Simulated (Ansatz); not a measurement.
**Zn vacancy in ZnSe**

Theory: DFT r2SCAN, scalar-relativistic, plane waves, PAW in Ansatz. (500 eV cutoff, 2×2×2 k-mesh, shifted by half a step, Gaussian smearing of 0.01 eV, collinear spin)

Host crystal, relaxed:

```cif
data_structure
_symmetry_space_group_name_H-M 'P 1'
_symmetry_Int_Tables_number 1
_cell_length_a 4.0057
_cell_length_b 4.0057
_cell_length_c 4.0057
_cell_angle_alpha 60.000
_cell_angle_beta 60.000
_cell_angle_gamma 60.000
_cell_volume 45.45
loop_
_atom_site_label
_atom_site_type_symbol
_atom_site_fract_x
_atom_site_fract_y
_atom_site_fract_z
_atom_site_occupancy
Zn1 Zn 0.00000 0.00000 0.00000 1
Se1 Se 0.25000 0.25000 0.25000 1
```

Supercell of 32 atoms, rows in host cell vectors: -1 3 -1; -1 -1 3; 3 -1 -1. Atoms relax at the host's cell from a start displaced at random by 0.06 Å near the defect, so other minima may exist. The cell is small, so energies carry finite-size errors of tenths of an eV. The host's Kohn–Sham gap is 1.87 eV. Atoms are taken from and returned to the elements' standard states. Charged cells are corrected for image charges with the computed static dielectric tensor (mean 9.5) and aligned with the host's potential at far atoms (alignment terms reach 0.64 eV; the program doubts the alignment in some charges, where it is up to 0.64 eV). No band-filling term is added, and the Fermi level counts from the host's valence band top.

With moments and this functional the run may sit in a state above the lowest one. Starting moments were lost in some runs.

Defect: Zn vacancy at (0.000, 0.000, 0.000) of the host cell.

Question: What is the formation energy of the neutral defect?

Answer: 3.88 eV.

Question: Does the neutral defect carry a moment, and how do its surroundings relax?

Answer: It changes the cell's moment by 2.00 μB. The nearest neighbours before are 4 Se at 2.45 Å; after relaxation the atoms near the site are 1 Se at 2.38 Å, 1 Se at 2.39 Å, 1 Se at 2.40 Å, 1 Se at 2.41 Å; the largest move is 0.07 Å.

Question: Charges 0, -1, -2 were computed. Which is stable where in the gap?

Answer: Among the charges computed the stable one is 0 at the valence band top, changing to -1 at 0.14 eV, changing to -2 at 0.58 eV. In charge 0, -1 the cell has partly filled bands: a level of the defect may be part filled, the carrier may sit in the host's bands, or levels may cross between the k points, so transitions that involve it are doubtful. Without the alignment that the program doubts, the level (0/-1) would lie at -0.23 eV, outside the gap, so these runs don't decide whether the defect changes charge there. Levels between neighbouring charges: (0/-1) 0.14 eV, (-1/-2) 0.58 eV.

Cost: 4 runs of about 2 core-hours in all, on Intel Xeon Platinum 8488C (Sapphire Rapids) (shared hosts).